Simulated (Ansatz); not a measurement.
**Relaxation path: CoSi2 (MoSi2 type)**

DFT, PBE, PAW with Ansatz's default frozen-core files, scalar-relativistic (Ansatz 0.2.0); a Γ-centred 17×17×17 k mesh, Fermi–Dirac smearing of 0.08 eV, no spin polarisation. The run relaxes cell and atoms at a target pressure of 140 GPa.

Command: `ansatz run input.yaml --threads 2 --pin off --max-ram 5120MiB --backend cpu --events-out ev --progress --plain --runs-dir out` It took 39 s on 2 threads of Arm Neoverse V2 (shared host), peak memory 0.47 GiB.

```yaml
crystal:
  lattice:
    - [-1.4008597878, 1.4008597878, 3.43210648]
    - [1.4008597878, -1.4008597878, 3.43210648]
    - [1.4008597878, 1.4008597878, -3.43210648]
  atoms:
    - { symbol: Co, position: [0.0, 0.0, 0.0] }
    - { symbol: Si, position: [0.335, 0.335, 0.0] }
    - { symbol: Si, position: [-0.335, -0.335, 0.0] }
kpoints:
  mp_grid: { grid: [17, 17, 17] }
scf:
  occupations: { method: fermi_dirac, width: 0.08 }
hamiltonian:
  xc: pbe
  pseudopotentials: { kind: paw }
output:
  forces: true
  stress: true
  eigenvalues: true
relax:
  f_tol: 0.005
  max_steps: 40
  cell: { p_target: 140.0, stress_tol: 0.07 }
```

Each step lists its enthalpy F + pV a cell above the last geometry, the pressure, the cell vectors (Å), and Cartesian positions (Å) with forces (eV/Å).

The first step:

```
step 1  dH = 347.14 meV  P = 93.1 GPa
  cell -1.4009 1.4009 3.4321  1.4009 -1.4009 3.4321  1.4009 1.4009 -3.4321
  Co 0.0000 0.0000 0.0000   0.0000 0.0000 0.0000
  Si 0.0000 0.0000 2.2995   0.0000 0.0000 0.3545
  Si 0.0000 0.0000 -2.2995   0.0000 0.0000 -0.3545
```

Spin polarisation is left out, though a magnetic state may lie lower.

The symmetry of the start is kept and no stability test is made, so the end need not be the stable phase.

Task: Where does the relaxation end, and by which steps?

Result: After 7 geometries, with conventional a, b, c = 2.769, 2.769, 6.529 Å, at 8.343 Å³/atom (-7.10 % against the start) in space group I4/mmm, with a shortest distance of 2.149 Å. The further steps:
```
step 2  dH = 34.37 meV  P = 129.0 GPa
  cell -1.3774 1.3774 3.3427  1.3774 -1.3774 3.3427  1.3774 1.3774 -3.3427
  Co 0.0000 0.0000 0.0000   0.0000 0.0000 0.0000
  Si 0.0000 0.0000 2.2421   0.0000 0.0000 0.1748
  Si 0.0000 0.0000 -2.2421   0.0000 0.0000 -0.1748
step 3  dH = 4.93 meV  P = 142.5 GPa
  cell -1.3761 1.3761 3.2879  1.3761 -1.3761 3.2879  1.3761 1.3761 -3.2879
  Co 0.0000 0.0000 0.0000   0.0000 0.0000 0.0000
  Si 0.0000 0.0000 2.2068   0.0000 0.0000 0.0014
  Si 0.0000 0.0000 -2.2068   0.0000 0.0000 -0.0014
step 4  dH = 1.12 meV  P = 141.7 GPa
  cell -1.3804 1.3804 3.2736  1.3804 -1.3804 3.2736  1.3804 1.3804 -3.2736
  Co 0.0000 0.0000 0.0000   0.0000 0.0000 0.0000
  Si 0.0000 0.0000 2.1972   0.0000 0.0000 -0.0415
  Si 0.0000 0.0000 -2.1972   0.0000 0.0000 0.0415
step 5  dH = 0.30 meV  P = 140.1 GPa
  cell -1.3848 1.3848 3.2627  1.3848 -1.3848 3.2627  1.3848 1.3848 -3.2627
  Co 0.0000 0.0000 0.0000   0.0000 0.0000 0.0000
  Si 0.0000 0.0000 2.1864   0.0000 0.0000 0.1296
  Si 0.0000 0.0000 -2.1864   0.0000 0.0000 -0.1296
step 6  dH = 0.00 meV  P = 140.0 GPa
  cell -1.3844 1.3844 3.2644  1.3844 -1.3844 3.2644  1.3844 1.3844 -3.2644
  Co 0.0000 0.0000 0.0000   0.0000 0.0000 0.0000
  Si 0.0000 0.0000 2.1897   0.0000 0.0000 0.0053
  Si 0.0000 0.0000 -2.1897   0.0000 0.0000 -0.0053
step 7  dH = 0.00 meV  P = 140.0 GPa
  cell -1.3845 1.3845 3.2643  1.3845 -1.3845 3.2643  1.3845 1.3845 -3.2643
  Co 0.0000 0.0000 0.0000   0.0000 0.0000 0.0000
  Si 0.0000 0.0000 2.1897   0.0000 0.0000 -0.0001
  Si 0.0000 0.0000 -2.1897   0.0000 0.0000 0.0001
step 8  dH = 0.99 meV  P = 140.0 GPa  (same geometry on a basis chosen anew; earlier energies don't compare to the last digit)
  cell -1.3845 1.3845 3.2643  1.3845 -1.3845 3.2643  1.3845 1.3845 -3.2643
  Co 0.0000 0.0000 0.0000   0.0000 0.0000 0.0000
  Si 0.0000 0.0000 2.1897   0.0000 0.0000 0.0000
  Si 0.0000 0.0000 -2.1897   0.0000 0.0000 0.0000
```
